**Q:** I am looking at the empty levels of layered MoTe₂, calculated with PBE and counted from the top of the valence band.

Bulk MoTe₂ (P6₃/mmc, six atoms per cell), calculated with GPAW 26.7.0 using PBE, PAW data sets (gpaw-data 1.2.1), a 600 eV plane-wave cutoff, an 11×11×3 k mesh and Fermi–Dirac smearing of 0.05 eV, without spin polarisation or spin–orbit coupling. Levels are numbered outward from the gap, and their energies are counted from the valence top of the mesh.

```
point a (reciprocal cell vector)  point b (reciprocal cell vector)  point c (reciprocal cell vector)  level point (row)  level under 2 (eV)  level under 1 (eV)  level over 1 (eV)  level over 2 (eV)
                          0.0000                            0.0000                            0.0000                  1              -0.325               0.000              2.896              2.896
                          0.0909                            0.0000                            0.0000                  2              -0.121              -0.120              2.490              2.583
                          0.1818                           -0.0909                            0.0000                  3              -0.382              -0.138              1.886              2.021
                          0.1818                            0.0000                           -0.3333                  4              -0.511              -0.443              1.746              1.895
                          0.2727                            0.0000                            0.0000                  5              -0.981              -0.973              1.112              1.729
                          0.3636                           -0.1818                            0.0000                  6              -0.767              -0.632              0.729              1.485
                          0.4545                            0.0000                            0.0000                  7              -0.636              -0.366              1.258              1.337
```

The lowest of them, "level over 1", is at its deepest in point 6, about halfway from the zone centre to the corner K. Why there, and not at the centre or the zone edge?

**A:** Start with the simplest band. An electron hops between nearest metal sites in a layer, and each hop brings in the phase difference of the wave between the two sites. Opposite neighbours combine into a cosine, so the energy is E = E₀ + t·S₁, with S₁ = cos 2πa + cos 2πb + cos 2π(a+b). Here a and b are "point a" and "point b", while E₀ and t are constants. What does this say about the two ends?

**Q:** At the centre all cosines are 1, so S₁ is 3. At K each is −½, so S₁ is −1.5. If the energy falls on leaving the centre, it should go on falling to K, and nearly as far towards M, the middle of the zone edge.

**A:** Now test that on point 7, close to M. Fitted to points 1 to 6 only, the model has E₀ = 0.54 eV and t = 0.73 eV. For point 7, S₁ = −0.96 + 1 − 0.96 = −0.92, so E = 0.54 − 0.73 × 0.92 ≈ −0.13 eV. The calculation has 1.26 eV. The simple wave describes the descent roughly and misses the turn altogether.

**Q:** Then I add hops twice as long, which means a second sum S₃ with all the angles doubled. Fitted to all seven points, this follows them to about 0.03 eV rms, as the printed analysis shows. Isn't that the explanation?

**A:** It is tempting, but look at the limits again. At M the doubled angles bring S₃ back to 3, which lifts the band there and produces the turn. At K, S₃ is −1.5, its lowest possible value, just like S₁. Both fitted coefficients are positive, so your model must have its minimum at K, not halfway.

The calculation contradicts this. At the mesh point next to K your model predicts 0.16 eV, yet the conduction edge of the whole mesh is the 0.73 eV of point 6. The mesh skips K itself, so a valley there slightly below 0.73 eV cannot be ruled out, but one as deep as yours is most unlikely. The good fit only shows that the seven points do not test the region around K.

**Q:** So what is wrong with the idea itself?

**A:** It leaves out the hop of √3 times the nearest distance. The cosine sum for that hop is 3 at K and could lift the band there, so a longer fit might look right. But it would still treat the lowest empty level as one band of one character, and the known orbital picture of these compounds is different. At K the conduction edge is mostly Mo d(z²), whereas the halfway valley is built from in-plane Mo d orbitals with a share of Te p. The lowest level therefore changes character on the way, and no single smooth wave has to connect the two regions.

**Q:** Do the layers matter too? There are two in each cell.

**A:** Imagine them far apart. Every band of a single layer then appears twice at the same energy. Bring the layers together, and each pair splits into one level above and one below its mean. Te p orbitals reach into the space between the layers, so the halfway valley should split strongly. At K the d(z²) state hardly splits, because symmetry makes the hopping paths to the next layer cancel.

In point 6 the two lowest empty levels are indeed 0.76 eV apart. That accounts for 0.34 of the 0.53 eV by which point 6 lies below point 7; the rest comes from the lower mean of the pair. Reading the two levels as layer partners is an argument from theory, since they are only sorted by energy.

**Q:** Then the splitting alone puts the minimum there?

**A:** Point 5 says no. Its pair is split by 0.62 eV, almost as much, yet its lower level is still 0.38 eV above that of point 6. Most of that difference lies in the pair means. The shape of the band within a layer and the splitting both help to select the valley.

**Q:** Is this also why the gap is indirect?

**A:** Its size suggests so. The valence top at the centre is also expected to be raised by layer coupling. Taking away half of each splitting, 0.16 eV there and 0.38 eV in point 6, widens the indirect gap from 0.73 to 1.27 eV. That is above the direct gap, which lies only 0.39 eV higher than the indirect one.

This is an estimate, not a proof. The second filled level at the centre may not be the layer partner of the first. In point 2, one mesh step away, the two highest filled levels nearly coincide, and a plain layer splitting would hardly vanish so fast. A deeper partner would widen the estimated indirect gap further. The direct gap would shift as well. Spin–orbit coupling, left out here, would also change it by splitting the valence edge at K.

**Q:** And if I pulled the layers apart?

**A:** By this reasoning the halfway valley should rise and the valence top at the centre sink, while the band edges at K move less. In the end the gap becomes direct at K, as is known for the single layer. In a thick crystal, where the halfway valleys are generally found to be lowest, added electrons gather there, and the indirect gap makes the material a weak light emitter.

Printed output of the fit:

```
fit of level_over_1 on 6 rows (point_a < 0.4): constant 0.538 +/- 0.12, coefficient of S1 0.7265 +/- 0.059; rms 0.119, worst 0.0 -0.179, leave-one-out rms 0.179
  rows outside the fit (model, value, miss): 0.4545 -0.1295, 1.258, -1.39
fit of level_over_1 on 7 rows: constant 1.019 +/- 0.021, coefficient of S1 0.4028 +/- 0.011, coefficient of S3 0.2238 +/- 0.0088; rms 0.0283, worst 0.1818 -0.0584, leave-one-out rms 0.0783
Lowest empty level and its models in eV:
     row  computed  nearest_hops  two_ranges  pair_mean  empty_split  filled_split
     0.0     2.896         2.717       2.899      2.896            0         0.325
  0.0909      2.49         2.487        2.51      2.537        0.093         0.001
  0.1818     1.886         2.062       1.904      1.954        0.135         0.244
  0.1818     1.746         1.868       1.688      1.821        0.149         0.068
  0.2727     1.112         1.058       1.102      1.421        0.617         0.008
  0.3636     0.729        0.6661      0.7654      1.107        0.756         0.135
  0.4545     1.258       -0.1295       1.249      1.297        0.079          0.27
Distance of row 6 from the centre as part of the way to K (%): 54.54
Fall of lowest empty level from row 1 to row 6 (eV): 2.167
Fall of highest filled level from row 1 to row 6 (eV): 0.632
Row 7 above row 6 in lowest empty level (eV): 0.529
Part of this from the pair mean (eV): 0.1905
Part of this from half the splitting (eV): 0.3385
Row 5 above row 6 in lowest empty level (eV): 0.383
Part of that from the pair mean (eV): 0.3135
Part of that from half the splitting (eV): 0.0695
Two-range model at the mesh point next to K (eV): 0.156
Depth of that prediction under the true mesh edge (eV): 0.5733
Vertical gap in row 6 (eV): 1.361
Direct gap less indirect gap on the mesh (eV): 0.393
Half-splittings at both ends of the indirect gap added (eV): 0.5405
Indirect gap with both half-splittings removed (eV): 1.27
```
